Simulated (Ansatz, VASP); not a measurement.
# N in VASP and in Ansatz

```xyz
2
Lattice="2.5026 0.0000 0.0000 -1.2513 2.1673 0.0000 0.0000 0.0000 2.4296" Properties=species:S:1:pos:R:3 pbc="T T T"
N     0.0000    1.4449    1.8222
N     1.2513    0.7224    0.6074
```

Change from the starting cell: volume scaled by 0.98.

Alike in both runs: task single point; functional PBE; k mesh 12 × 12 × 11; occupations fermi-dirac, width 0.05 eV; no spin polarisation.

|  | VASP | Ansatz |
| --- | --- | --- |
| version | VASP 6.6.1 | Ansatz 0.2.0 |
| potentials or method | VASP PAW PBE potentials, release 64 (N) | Ansatz PAW |
| plane-wave cutoff (eV) | 520 | 420 |
| valence electrons in the cell | 10 | 10 |

```tsv
	VASP	Ansatz	Ansatz less VASP
gap on the k mesh at the Fermi level (eV)	none	none	-
pressure (GPa)	14.9	14.9	+0.01
largest component of the traceless stress (GPa)	7.26	7.43	+0.177
```

A gap of «none» marks a metal or a gap that the smearing closes.

Caveats: the pressure holds a Pulay correction of +1.2 GPa for the finite cutoff (Ansatz).
